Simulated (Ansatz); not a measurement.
CdS (Greenockite):

```
CELL_PARAMETERS angstrom
4.15000 0.00000 0.00000
-2.07500 3.59401 0.00000
0.00000 0.00000 6.73700
ATOMIC_POSITIONS crystal
Cd 0.66667 0.33333 0.50000
Cd 0.33333 0.66667 0.00000
S 0.66667 0.33333 0.87500
S 0.33333 0.66667 0.37500
```

Program: Ansatz 0.2.0. Alike in all runs: task band structure; potentials or basis Ansatz PAW; cell as given; smearing fermi-dirac 0.05 eV.

Order these runs on this cell by their pressure, lowest first.
A. level LDA; spin off; k mesh 7 × 7 × 4; cutoff (eV) 420; points for each segment of the path 14; mesh quality not flagged
B. level revPBE; spin off; k mesh 7 × 7 × 4; cutoff (eV) 420; points for each segment of the path 14; mesh quality not flagged
C. level BLYP; spin off; k mesh 7 × 7 × 4; cutoff (eV) 420; points for each segment of the path 14; mesh quality not flagged
D. level r2SCAN; spin SOC, no magnetisation; k mesh 5 × 5 × 3; cutoff (eV) 500; points for each segment of the path 14; mesh quality not flagged
E. level HSEsol; spin off; k mesh 4 × 4 × 2; cutoff (eV) 420; points for each segment of the path 4; mesh quality coarse

A (-3.1 GPa), E (-1.2 GPa), D (0.6 GPa), B (3.7 GPa), C (5.3 GPa).

Caveats: some runs use coarse meshes; the PAW data sets come from PBE, with cores solved anew for the run's functional, which leaves a small shift of forces and pressure; the thresholds are loose for stress (some runs).

Runs at the PBE level aren't shown here.
